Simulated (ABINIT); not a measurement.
# Sn (Im-3m) in ABINIT: settings compared, part 2 of 2

ABINIT 10.8.3 (patched build). Earlier steps stand in the parts before.

## 3. Optical spectrum, PBEsol (cell relaxed at zero pressure by an earlier run)

File run.abi:

```
ndtset 3

pp_dirpath "./"
pseudos "Sn.upf"

acell 3.2436550911 3.2436550911 3.2436550911 Angstrom
rprim
    -0.5773502692     0.5773502692     0.5773502692
     0.5773502692    -0.5773502692     0.5773502692
     0.5773502692     0.5773502692    -0.5773502692
ntypat 1
znucl 50
natom 1
typat 1
chkprim 0
chksymtnons 0
tolsym 1.0e-6
xred
            0.0            0.0            0.0

ecut 36.0
ecutsm 0.5

ngkpt 12 12 12
nshiftk 2
shiftk
     0.2500000000     0.2500000000     0.2500000000
    -0.2500000000    -0.2500000000    -0.2500000000
istwfk *1

ixc -116133

occopt 6
tsmear 0.136 eV

nstep 80

iomode 3
prteig 0
prtebands 0

nband1 11
tolvrs1 1.0e-12
prtden1 1
prtwf1 0
kptopt1 1

iscf2 -3
getden2 1
nband2 19
nbdbuf2 4
tolwfr2 1.0e-12
nstep2 120
prtden2 0
kptopt2 1

optdriver3 8
wfk_task3 "wfk_optics_fullbz"
getwfk3 2
nband3 15
kptopt3 1
prtevk3 1
inclvkb3 2
```

File optic.abi:

```
&FILES
 ddkfile_1 = 'runo_DS3_1_EVK.nc',
 ddkfile_2 = 'runo_DS3_2_EVK.nc',
 ddkfile_3 = 'runo_DS3_3_EVK.nc',
 wfkfile = 'runo_DS3_WFK.nc'
/
&PARAMETERS
 broadening = 0.003675,
 domega = 0.002,
 maxomega = 0.8,
 scissor = 0.000000,
 tolerance = 0.002
/
&COMPUTATIONS
 num_lin_comp = 1,
 lin_comp = 11,
 num_nonlin_comp = 0
/
```

Potentials or basis: PseudoDojo NC SR PBEsol v0.4.1 standard.

Command:

```
abinit run.abi > log 2>&1
optic optic.abi > optic.log 2>&1
```

run.abo:

```text
.Version 10.8.3 of ABINIT
 DATASET    1 : space group Im -3 m (#229); Bravais cI (body-center cubic)
================================================================================
 Values of the parameters that define the memory need for DATASET  1.
     intxc =       0    ionmov =       0      iscf =       7    lmnmax =       6
     lnmax =       6     mgfft =      36  mpssoang =       3    mqgrid =    3001
     natom =       1  nloc_mem =       1    nspden =       1   nspinor =       1
    nsppol =       1      nsym =      48    n1xccc =    2501    ntypat =       1
    occopt =       6   xclevel =       2
       mpw =        1865          nfft =       46656          nkpt =         112
================================================================================
================================================================================
[... 13 lines left out ...]
 DATASET    3 : space group Im -3 m (#229); Bravais cI (body-center cubic)
================================================================================
 Values of the parameters that define the memory need for DATASET  3.
     intxc =       0    ionmov =       0      iscf =       7    lmnmax =       6
     lnmax =       6     mgfft =      36  mpssoang =       3    mqgrid =    3001
     natom =       1  nloc_mem =       1    nspden =       1   nspinor =       1
    nsppol =       1      nsym =      48    n1xccc =    2501    ntypat =       1
    occopt =       6   xclevel =       2
       mpw =        1865          nfft =       46656          nkpt =         112
================================================================================
================================================================================

--------------------------------------------------------------------------------
------------- Echo of variables that govern the present computation ------------
--------------------------------------------------------------------------------
 -outvars: echo values of preprocessed input variables --------
            acell      6.1296197691E+00  6.1296197691E+00  6.1296197691E+00 Bohr
              amu      1.18710000E+02
          chkprim           0
      chksymtnons           0
             ecut      3.60000000E+01 Hartree
           ecutsm      5.00000000E-01 Hartree
           getden1          0
           getden2          1
           getden3          0
           getwfk1          0
           getwfk2          0
           getwfk3          2
             iscf1          7
             iscf2         -3
             iscf3          7
[... 300 lines left out ...]
 prteigrs : prtvol=0 or 1, do not print more k-points.

--- !EnergyTerms
iteration_state     : {dtset: 2, }
comment             : Components of total free energy in Hartree
kinetic             :  4.68941497219089E+01
hartree             :  1.63398558881451E+01
xc                  : -2.18155919804153E+01
Ewald energy        : -5.03886923092223E+01
psp_core            :  2.56217379426515E+00
local_psp           : -5.00463141005617E+01
non_local_psp       : -2.21751654062680E+01
internal            : -7.86295843921482E+01
'-kT*entropy'       :  2.36273181798211E-06
total_energy        : -7.86295820294163E+01
...

--- !EnergyTermsDC
iteration_state     : {dtset: 2, }
comment             : '"Double-counting" decomposition of free energy'
band_energy         : -5.18788066338973E+00
Ewald energy        : -5.03886923092223E+01
psp_core            :  2.56217379426515E+00
xc_dc               : -2.56151852015287E+01
internal            : -7.86295843798756E+01
'-kT*entropy'       :  2.36273181798211E-06
total_energy_dc     : -7.86295820171437E+01
...

================================================================================
== DATASET  3 ==================================================================

--- !DatasetInfo
iteration_state: {dtset: 3, }
dimensions: {natom: 1, nkpt: 112, mband: 15, nsppol: 1, nspinor: 1, nspden: 1, mpw: 1865, }
cutoff_energies: {ecut:  36.0, pawecutdg:  -1.0, }
electrons: {nelect:   1.40000000E+01, charge:   0.00000000E+00, occopt:   6.00000000E+00, tsmear:   4.99790782E-03, }
meta: {optdriver: 8, wfk_task: 7, }
...

 mkfilename : getwfk/=0, take file _WFK from output of DATASET   2.

--------------------------------------------------------------------------------

 Computation of velocity matrix elements (DDK)

 Parameters extracted from the Abinit header:
    ecut:     36.0
    nkpt:    3456
    mband:   19
    nsppol:  1
    nspinor: 1
    useylm:  0
    inclvkb: 2
    bmin: 1, bmax: 19
    Computing diagonal and off-diagonal matrix elements
    Between band index bmin: 1, bmax: 19

== END DATASET(S) ==============================================================
================================================================================

 -outvars: echo values of variables after computation  --------
            acell      6.1296197691E+00  6.1296197691E+00  6.1296197691E+00 Bohr
           etotal1    -7.8629582017E+01
           etotal2    -7.8629582017E+01
           etotal3     0.0000000000E+00
            fcart1    -0.0000000000E+00 -0.0000000000E+00 -0.0000000000E+00
            fcart3     0.0000000000E+00  0.0000000000E+00  0.0000000000E+00
            rprim     -5.7735026920E-01  5.7735026920E-01  5.7735026920E-01
                       5.7735026920E-01 -5.7735026920E-01  5.7735026920E-01
                       5.7735026920E-01  5.7735026920E-01 -5.7735026920E-01
           strten1     1.2505363984E-05  1.2505363984E-05  1.2505363984E-05
                       0.0000000000E+00  0.0000000000E+00  0.0000000000E+00
           strten3     0.0000000000E+00  0.0000000000E+00  0.0000000000E+00
                       0.0000000000E+00  0.0000000000E+00  0.0000000000E+00
 Calculation completed.
```

Run time: 2 min. Hardware: 1 thread of AMD EPYC 9R45 (Zen 5), shared host; peak memory 2.1 GiB.

Results:

```
Free energy : -2139.6199 eV
Pressure    : -0.4 GPa
```

Dielectric function (mean over the directions given):
| energy (eV) | real part | imaginary part |
| --- | --- | --- |
| 0.33 | 39.45 | 3.93 |
| 1.31 | 8.91 | 30.04 |
| 2.29 | -3.46 | 19.24 |
| 3.37 | -2.73 | 3.14 |
| 4.35 | -0.93 | 1.42 |
| 5.44 | -2.22 | 2.11 |
| 6.42 | -0.57 | 0.96 |
| 7.51 | -0.54 | 0.57 |
| 8.49 | -0.04 | 0.39 |
| 9.58 | 0.40 | 0.40 |
| 10.56 | 0.29 | 0.23 |
| 11.65 | 0.50 | 0.23 |
| 12.63 | 0.61 | 0.12 |
| 13.71 | 0.71 | 0.14 |
| 14.69 | 0.83 | 0.09 |
| 15.78 | 0.88 | 0.06 |
| 16.76 | 1.00 | 0.08 |
| 17.85 | 1.03 | 0.05 |
| 18.83 | 1.09 | 0.06 |
| 19.92 | 1.22 | 0.05 |

Caveat: the intraband (Drude) term is left out; spectra need much finer meshes, so this one isn't converged; independent-particle spectra lack excitons.
